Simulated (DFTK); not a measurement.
Runs of DFTK 0.8.2 on KBr. It takes space group Fm-3m (No. 225, cubic). Conventional cell: a = 6.600 Å, b = 6.600 Å, c = 6.600 Å, α = 90.00°, β = 90.00°, γ = 90.00°. Around Br (site symmetry m-3m) lie 6 K at 3.30 Å. Around K (site symmetry m-3m) lie 6 Br at 3.30 Å. 

```tsv
task	level	potentials or basis	k mesh	cutoff (eV)	SCF solver	mesh quality	gap on the mesh (eV)	V0 of scaled cells (Å³/atom)	B0 (GPa)
single point	PBE	dojo.nc.sr.pbe.v0_4_1.standard.upf (PBE)	7 × 7 × 7	1007	-	not flagged	(b)	-	-
equation of state	r2SCAN	in-house norm-conserving set (r2SCAN, scalar relativistic)	4 × 4 × 4	1252	ScfAndersonSolver	coarse	-	36.03	(a)
band structure	BJ06	cp2k.nc.sr.pbe.v0_1.semicore.gth (PBE, GTH)	4 × 4 × 4	1769	-	not flagged	4.97	-	-
equation of state	PBE	dojo.nc.sr.pbe.v0_4_1.standard.upf (PBE)	7 × 7 × 7	1007	-	not flagged	-	37.66	13
```

Alike in all rows: no spin polarisation; cell as given; smearing fermi-dirac 0.05 eV.

Problem. Estimate the missing entries.

Solution. (a) 16; (b) 4.44.

Caveats: some runs use coarse meshes; the program warned that the kinetic-energy density falls under its von Weizsäcker bound, which can give unphysical results (some runs); an odd mesh through Γ misses points on the zone boundary, where band edges often lie (some runs); the program leaves the constant c of mgga_x_tb09 at 1, so the potential is Becke-Johnson's (BJ06) and not Tran and Blaha's, with levels but no total energy (some runs); the potentials were made for another functional, which shifts forces and pressure (some runs).

A k mesh can miss the band edges, and the runs leave out spin-orbit coupling on Br.

Not every run made on this cell is shown here.
